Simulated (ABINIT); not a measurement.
# WC (Qusongite) (P-6m2) in ABINIT: convergence with boxcutmin

Aim: find how far boxcutmin must go before the results for WC (Qusongite) settle, at PBE. This setting moves, with any that are tied to it; all else stays.

All numbers are computed with ABINIT 10.8.3 (patched build); they aren't measurements. Logs are shortened: lines on timing, memory, paths and dates and some standing lists are left out, and cuts for length are marked. The log counts tension as positive stress, the text compression.

## Step 1: The crystal as given

It takes space group P-6m2 (No. 187, hexagonal). The conventional cell has a = 2.907 Å, b = 2.907 Å, c = 2.837 Å, α = 90.00°, β = 90.00°, γ = 120.00°. Around W (site symmetry -6m2) lie 6 C at 2.20 Å. C (site symmetry -6m2) is surrounded by 6 W at 2.20 Å.

## Step 2: With boxcutmin 1.3

Input file run.abi:

```
# Pseudopotentials
pp_dirpath "./"
pseudos "W.upf, C.upf"

# Structure
acell 3*1.0
rprim
     5.4924889812     0.0000000000     0.0000000000
    -2.7462444906     4.7566349877     0.0000000000
     0.0000000000     0.0000000000     5.3603971251
ntypat 2
znucl 74 6
natom 2
typat 1 2
xred
     0.0000000000     0.0000000000     0.0000000000
     0.6666666667     0.3333333333     0.5000000000

# Plane-wave basis
ecut 41.0

# k points
kptopt 1
ngkpt 10 10 9
nshiftk 1
shiftk 0.0 0.0 0.0

# Exchange and correlation
ixc 11

# Bands and occupations
nband 13
occopt 4
tsmear 0.00367493

# SCF cycle
nstep 100
tolvrs 1.0e-10
boxcutmin 1.3

# Output
iomode 3
prtwf 0
prtden 0
prteig 0
prtebands 0
enunit 1
```

Potentials or basis: PseudoDojo NC SR PBE v0.4 stringent.

Started as:

```
> abinit run.abi > log 2>&1
```

run.abo:

```text
.Version 10.8.3 of ABINIT
 Symmetries : space group P-6 m 2 (#187); Bravais hP (primitive hexag.)
================================================================================
 Values of the parameters that define the memory need of the present run
     intxc =       0    ionmov =       0      iscf =       7    lmnmax =       8
     lnmax =       8     mgfft =      24  mpssoang =       4    mqgrid =    3001
     natom =       2  nloc_mem =       1    nspden =       1   nspinor =       1
    nsppol =       1      nsym =      12    n1xccc =    2501    ntypat =       2
    occopt =       4   xclevel =       2
       mpw =        1776          nfft =       13824          nkpt =          70
================================================================================
================================================================================

--------------------------------------------------------------------------------
------------- Echo of variables that govern the present computation ------------
--------------------------------------------------------------------------------
 -outvars: echo values of preprocessed input variables --------
            acell      1.0000000000E+00  1.0000000000E+00  1.0000000000E+00 Bohr
              amu      1.83850000E+02  1.20110000E+01
        boxcutmin      1.30000000E+00
             ecut      4.10000000E+01 Hartree
           enunit           1
                       outvar_i_n : Printing only first  50 k-points.
              ixc          11
                       outvar_i_n : Printing only first  50 k-points.
         kptrlatt       10    0    0      0   10    0      0    0    9
          kptrlen      4.82435741E+01
            natom           2
            nband          13
            ngfft          24      24      24
             nkpt          70
            nstep         100
             nsym          12
           ntypat           2
                       prtocc : prtvol=0, do not print more k-points.
           occopt           4
           prtden           0
        prtebands           0
           prteig           0
            prtwf           0
            rprim      5.4924889812E+00  0.0000000000E+00  0.0000000000E+00
                      -2.7462444906E+00  4.7566349877E+00  0.0000000000E+00
                       0.0000000000E+00  0.0000000000E+00  5.3603971251E+00
          spgroup         187
           tolvrs      1.00000000E-10
           tsmear      3.67493000E-03 Hartree
            typat      1  2
                       outvars : Printing only first  50 k-points.
           xangst      0.0000000000E+00  0.0000000000E+00  0.0000000000E+00
                       1.4532499990E+00  8.3903427812E-01  1.4182999990E+00
            xcart      0.0000000000E+00  0.0000000000E+00  0.0000000000E+00
                       2.7462444906E+00  1.5855449959E+00  2.6801985626E+00
             xred      0.0000000000E+00  0.0000000000E+00  0.0000000000E+00
                       6.6666666667E-01  3.3333333333E-01  5.0000000000E-01
            znucl       74.00000    6.00000

[... 86 lines left out ...]
pressure_GPa:   5.7384E+00
xred      :
- [  0.0000E+00,   0.0000E+00,   0.0000E+00,  W]
- [  6.6667E-01,   3.3333E-01,   5.0000E-01,  C]
cartesian_forces: # hartree/bohr
- [ -0.00000000E+00,   1.44916980E-26,  -0.00000000E+00, ]
- [ -0.00000000E+00,  -1.44916980E-26,  -0.00000000E+00, ]
force_length_stats: {min:   1.44916980E-26, max:   1.44916980E-26, mean:   1.44916980E-26, }
...

 Integrated electronic density in atomic spheres:
 ------------------------------------------------
 Atom  Sphere_radius  Integrated_density
    1        2.00000         10.17897996
    2        2.00000          4.09768118
================================================================================

 ----iterations are completed or convergence reached----

 Mean square residual over all n,k,spin=   24.068E-07; max=  98.028E-05
 reduced coordinates (array xred) for    2 atoms
       0.000000000000      0.000000000000      0.000000000000
       0.666666666667      0.333333333333      0.500000000000
 rms dE/dt=  5.6283E-26; max dE/dt=  1.3786E-25; dE/dt below (all hartree)
    1       0.000000000000      0.000000000000      0.000000000000
    2       0.000000000000      0.000000000000      0.000000000000

 cartesian coordinates (angstrom) at end:
    1      0.00000000000000     0.00000000000000     0.00000000000000
    2      1.45324999900754     0.83903427812236     1.41829999903425

 cartesian forces (hartree/bohr) at end:
    1     -0.00000000000000     0.00000000000000    -0.00000000000000
    2     -0.00000000000000    -0.00000000000000    -0.00000000000000
 frms,max,avg= 8.3667857E-27 1.4491698E-26   0.000E+00  0.000E+00  0.000E+00 h/b

 cartesian forces (eV/Angstrom) at end:
    1     -0.00000000000000     0.00000000000000    -0.00000000000000
    2     -0.00000000000000    -0.00000000000000    -0.00000000000000
 frms,max,avg= 4.3023742E-25 7.4519307E-25   0.000E+00  0.000E+00  0.000E+00 e/A
 length scales=  1.000000000000  1.000000000000  1.000000000000 bohr
              =  0.529177210544  0.529177210544  0.529177210544 angstroms
 Fermi (or HOMO) energy (eV) =  17.44227   Average Vxc (eV)= -14.17090
 Eigenvalues (   eV  ) for nkpt=  70  k points:
 kpt#   1, nband= 13, wtk=  0.00111, kpt=  0.0000  0.0000  0.0000 (reduced coord)
 -56.58154  -20.56649  -20.45834  -20.45834    2.97180   13.12430   14.09096   14.09096
  17.49916   20.66785   20.66785   23.03447   23.03719
 prteigrs : prtvol=0 or 1, do not print more k-points.

--- !EnergyTerms
iteration_state     : {dtset: 1, }
comment             : Components of total free energy in Hartree
kinetic             :  2.44144227946218E+01
hartree             :  8.73530000059815E+00
xc                  : -1.87456677801175E+01
Ewald energy        : -6.60113243272677E+01
psp_core            :  2.05917091639745E+00
local_psp           : -4.47314531838550E+01
non_local_psp       :  1.23921777934591E+01
internal            : -8.18873737861637E+01
'-kT*entropy'       : -1.71835922099633E-05
total_energy        : -8.18873909697559E+01
total_energy_eV     : -2.22826942435368E+03
band_energy         : -4.25277991473838E+00
...

 Cartesian components of stress tensor (hartree/bohr^3)
  sigma(1 1)= -2.03884571E-04  sigma(3 2)=  0.00000000E+00
  sigma(2 2)= -2.03884571E-04  sigma(3 1)=  0.00000000E+00
  sigma(3 3)= -1.77365952E-04  sigma(2 1)=  0.00000000E+00

-Cartesian components of stress tensor (GPa)         [Pressure=  5.7384E+00 GPa]
- sigma(1 1)= -5.99849117E+00  sigma(3 2)=  0.00000000E+00
- sigma(2 2)= -5.99849117E+00  sigma(3 1)=  0.00000000E+00
- sigma(3 3)= -5.21828646E+00  sigma(2 1)=  0.00000000E+00

== END DATASET(S) ==============================================================
================================================================================

 -outvars: echo values of variables after computation  --------
            acell      1.0000000000E+00  1.0000000000E+00  1.0000000000E+00 Bohr
           etotal     -8.1887390970E+01
            fcart     -0.0000000000E+00  1.4491697995E-26 -0.0000000000E+00
                      -0.0000000000E+00 -1.4491697995E-26 -0.0000000000E+00
            rprim      5.4924889812E+00  0.0000000000E+00  0.0000000000E+00
                      -2.7462444906E+00  4.7566349877E+00  0.0000000000E+00
                       0.0000000000E+00  0.0000000000E+00  5.3603971251E+00
           strten     -2.0388457088E-04 -2.0388457073E-04 -1.7736595155E-04
                       0.0000000000E+00  0.0000000000E+00  0.0000000000E+00
           xangst      0.0000000000E+00  0.0000000000E+00  0.0000000000E+00
                       1.4532499990E+00  8.3903427812E-01  1.4182999990E+00
             xred      0.0000000000E+00  0.0000000000E+00  0.0000000000E+00
                       6.6666666667E-01  3.3333333333E-01  5.0000000000E-01
 Calculation completed.
```

Wall time 27 s (1 thread of Arm Neoverse V2, shared host); peak memory 0.08 GiB.

What came out:

```yaml
Free_energy: -2228.2694 eV
Pressure: 5.7 GPa
Band_gap_on_the_k_mesh: none (metal or under the smearing width)
Valence_electrons_inside_the_program's_atomic_spheres: W 10.18; C 4.10
```

## Step 3: With boxcutmin 1.5

Edit run.abi of step 2 so:

```diff
@@ -38,3 +38,3 @@
 tolvrs 1.0e-10
-boxcutmin 1.3
+boxcutmin 1.5
```

Potentials or basis: PseudoDojo NC SR PBE v0.4 stringent.

Started as:

```
> abinit run.abi > log 2>&1
```

It took 27 s on 1 thread of Arm Neoverse V2, shared host; peak memory 0.08 GiB.

The run converged. Its results:

| Property | Result |
| --- | --- |
| Free energy | -2228.2694 eV |
| Pressure | 5.7 GPa |
| Band gap on the k mesh | none (metal or under the smearing width) |
| Valence electrons inside the program's atomic spheres | W 10.18; C 4.10 |

## Step 4: With boxcutmin 1.7

Edit run.abi of step 3 so:

```diff
@@ -38,3 +38,3 @@
 tolvrs 1.0e-10
-boxcutmin 1.5
+boxcutmin 1.7
```

Started as:

```
> abinit run.abi > log 2>&1
```

Wall time 34 s (1 thread of Arm Neoverse V2, shared host); peak memory 0.08 GiB.

The run converged. Its results:

```yaml
Free_energy: -2228.2694 eV
Pressure: 5.7 GPa
Band_gap_on_the_k_mesh: none (metal or under the smearing width)
Valence_electrons_inside_the_program's_atomic_spheres: W 10.17; C 4.09
```

## Step 5: With boxcutmin 1.85

Edit run.abi of step 4 so:

```diff
@@ -38,3 +38,3 @@
 tolvrs 1.0e-10
-boxcutmin 1.7
+boxcutmin 1.85
```

Started as:

```
> abinit run.abi > log 2>&1
```

Run time: 34 s. Hardware: 1 thread of Arm Neoverse V2, shared host; peak memory 0.08 GiB.

It converged, with:

```
Free energy                                           : -2228.2694 eV
Pressure                                              : 5.7 GPa
Band gap on the k mesh                                : none (metal or under the smearing width)
Valence electrons inside the program's atomic spheres : W 10.17; C 4.09
```

## Step 6: With boxcutmin 2

Edit run.abi of step 5 so:

```diff
@@ -38,3 +38,3 @@
 tolvrs 1.0e-10
-boxcutmin 1.85
+boxcutmin 2.0
```

Potentials or basis: PseudoDojo NC SR PBE v0.4 stringent.

Started as:

```
> abinit run.abi > log 2>&1
```

Wall time 37 s (1 thread of Arm Neoverse V2, shared host); peak memory 0.08 GiB.

It converged, with:

| Quantity | Value |
| --- | --- |
| Free energy | -2228.2694 eV |
| Pressure | 5.7 GPa |
| Band gap on the k mesh | none (metal or under the smearing width) |
| Valence electrons inside the program's atomic spheres | W 10.17; C 4.09 |

## Step 7: With boxcutmin 2.3

Edit run.abi of step 6 so:

```diff
@@ -38,3 +38,3 @@
 tolvrs 1.0e-10
-boxcutmin 2.0
+boxcutmin 2.3
```

Started as:

```
> abinit run.abi > log 2>&1
```

It took 52 s on 1 thread of Arm Neoverse V2, shared host; peak memory 0.09 GiB.

Results (log left out):

| Item | Value |
| --- | --- |
| Free energy | -2228.2694 eV |
| Pressure | 5.7 GPa |
| Band gap on the k mesh | none (metal or under the smearing width) |
| Valence electrons inside the program's atomic spheres | W 10.18; C 4.09 |

## Step 8: With boxcutmin 2.7

Edit run.abi of step 7 so:

```diff
@@ -38,3 +38,3 @@
 tolvrs 1.0e-10
-boxcutmin 2.3
+boxcutmin 2.7
```

Started as:

```
> abinit run.abi > log 2>&1
```

Wall time 73 s (1 thread of Arm Neoverse V2, shared host); peak memory 0.1 GiB.

It converged, with:

- Free energy: -2228.2694 eV
- Pressure: 5.7 GPa
- Band gap on the k mesh: none (metal or under the smearing width)
- Valence electrons inside the program's atomic spheres: W 10.17; C 4.09

## Step 9: Summary

```
boxcutmin  energy less the tightest run (meV/atom)  SCF cycles  CPU time (s)  peak memory (GiB)
      1.3                                     0.00          10            27               0.08
      1.5                                     0.00          10            27               0.08
      1.7                                     0.00          10            34               0.08
     1.85                                     0.00          10            34               0.08
        2                                     0.00          10            37               0.08
      2.3                                     0.00          11            52               0.09
      2.7                                     0.00          11            73                0.1
```

Against the tightest run, the energy stays within 1 meV/atom from 1.3 on. The tightest run that finished is the yardstick and may itself not be fully converged.
